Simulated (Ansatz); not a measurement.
Input for Ansatz (plane-wave DFT, PAW):

```yaml
crystal:
  lattice:
    - [3.5818078249, 0.0, 0.0]
    - [-1.7909039124, 3.1019365678, 0.0]
    - [0.0, 0.0, 19.2074188142]
  atoms:
    - { symbol: Te, position: [0.33333333, 0.66666667, 0.9048443842] }
    - { symbol: Te, position: [0.33333333, 0.66666667, 0.0951556158] }
    - { symbol: Mo, position: [0.0, 0.0, 0.0] }
basis:
  ecutwfc: 420
kpoints:
  mp_grid: { grid: [9, 9, 2] }
hamiltonian:
  xc: pbesol
scf:
  occupations: { method: gaussian, width: 0.02 }
output:
  forces: true
  stress: true
  eigenvalues: true
```

It can be run as
```bash
ansatz run input.yaml --threads 1 --pin off --backend cpu --events-out ev --progress --plain --runs-dir out  # memory cap (--max-ram) not shown
```

The calculation used Ansatz, DFT PBEsol, scalar-relativistic, plane waves, PAW.

Part of what the program printed, abridged (final results; tables in files aren't shown):

```
SCF 1 converged in 7 iterations: F = -18701.184511 eV  dr2 = 8.59e-8
SCF converged after 7 iterations
Free energy (F): -18701.184511 eV
Harris-Foulkes:  -18701.184511 eV  (|F-HF|=3.41e-8)
Internal energy: -18701.184511 eV  (E = F + TS)
E sigma→0 (E₀):  -18701.184511 eV
Fermi energy:    1.611606 eV
--- Per-component energies (eV) ---
  E_band       = -1083.690250
  E_kinetic    = 801.417952
  E_local      = -31029.145143  (includes V_loc(G=0)·N_el)
  E_nonlocal   = -469.917066
  E_hartree    = 15478.186242
  E_xc         = -428.189335
  E_vxc        = -435.532453  (∫ρ·V_xc dr)
  E_paw        = -12314.087342  (= ΣΔE_a)
  E_vpaw       = -906.834126  (= ΣTr[D̂ρ^β])
  E_aug_tail   = -0.000361  (compensation charges beyond the density's cutoff)
  E_ewald      = 9259.591614
  E_core_change = 0.958930  (= ΣΔE_core)
  E_smearing   =  0.000000  (= −TS)
--- Forces (eV/Å), atoms counted from 1 ---
  atom   1  Te     0.00000000     0.00000000     0.75340048
  atom   2  Te     0.00000000     0.00000000    -0.75340048
  atom   3  Mo     0.00000000     0.00000000     0.00000000
--- Stress (GPa, compression-positive) ---
       -2.078519       0.000000       0.000000
        0.000000      -2.078519       0.000000
        0.000000       0.000000      -2.067703
  P = ⅓ Tr σ = -2.0749 GPa (-20.749 kbar)
--- Band table (eV; the first three rows and the last of 24) ---
  k-point 0: bands = ["-59.5663", "-35.3331", "-35.3331", "-35.3241", "-35.3241", "-35.2686", "-35.2686", "-35.2592", "-35.2592", "-35.2458", "-35.2382", "-33.7170", "-33.5991", "-33.5991", "-11.3454", "-10.4703", "-3.7455", "-0.6124", "-0.4935", "-0.4935", "0.2414", "0.2414", "0.6449", "4.0179", "4.0179", "4.2600", "4.2600"]
  k-point 1: bands = ["-59.5663", "-35.3331", "-35.3331", "-35.3241", "-35.3241", "-35.2686", "-35.2686", "-35.2592", "-35.2592", "-35.2458", "-35.2382", "-33.7170", "-33.5991", "-33.5991", "-11.3454", "-10.4703", "-3.7455", "-0.6124", "-0.4935", "-0.4935", "0.2414", "0.2414", "0.6449", "4.0179", "4.0179", "4.2600", "4.2600"]
  k-point 2: bands = ["-59.5654", "-35.3321", "-35.3308", "-35.3256", "-35.3222", "-35.2695", "-35.2690", "-35.2619", "-35.2594", "-35.2449", "-35.2371", "-33.7105", "-33.6125", "-33.6016", "-11.1859", "-10.3578", "-3.5667", "-0.8948", "-0.8621", "-0.3636", "0.0326", "0.3303", "0.6211", "3.4351", "3.4581", "3.9368", "4.1480"]
  k-point 23: bands = ["-59.5584", "-35.3347", "-35.3178", "-35.3145", "-35.3140", "-35.2851", "-35.2762", "-35.2639", "-35.2638", "-35.2399", "-35.2281", "-33.6922", "-33.6577", "-33.6553", "-9.2167", "-8.9995", "-3.2476", "-3.1480", "-2.5857", "-1.7861", "-1.7833", "-0.6295", "1.0882", "2.1350", "2.9039", "3.4955", "4.9335"]
```

Self-consistency was reached.

  The cell holds layers, and where no dispersion correction was added their binding is poorly described.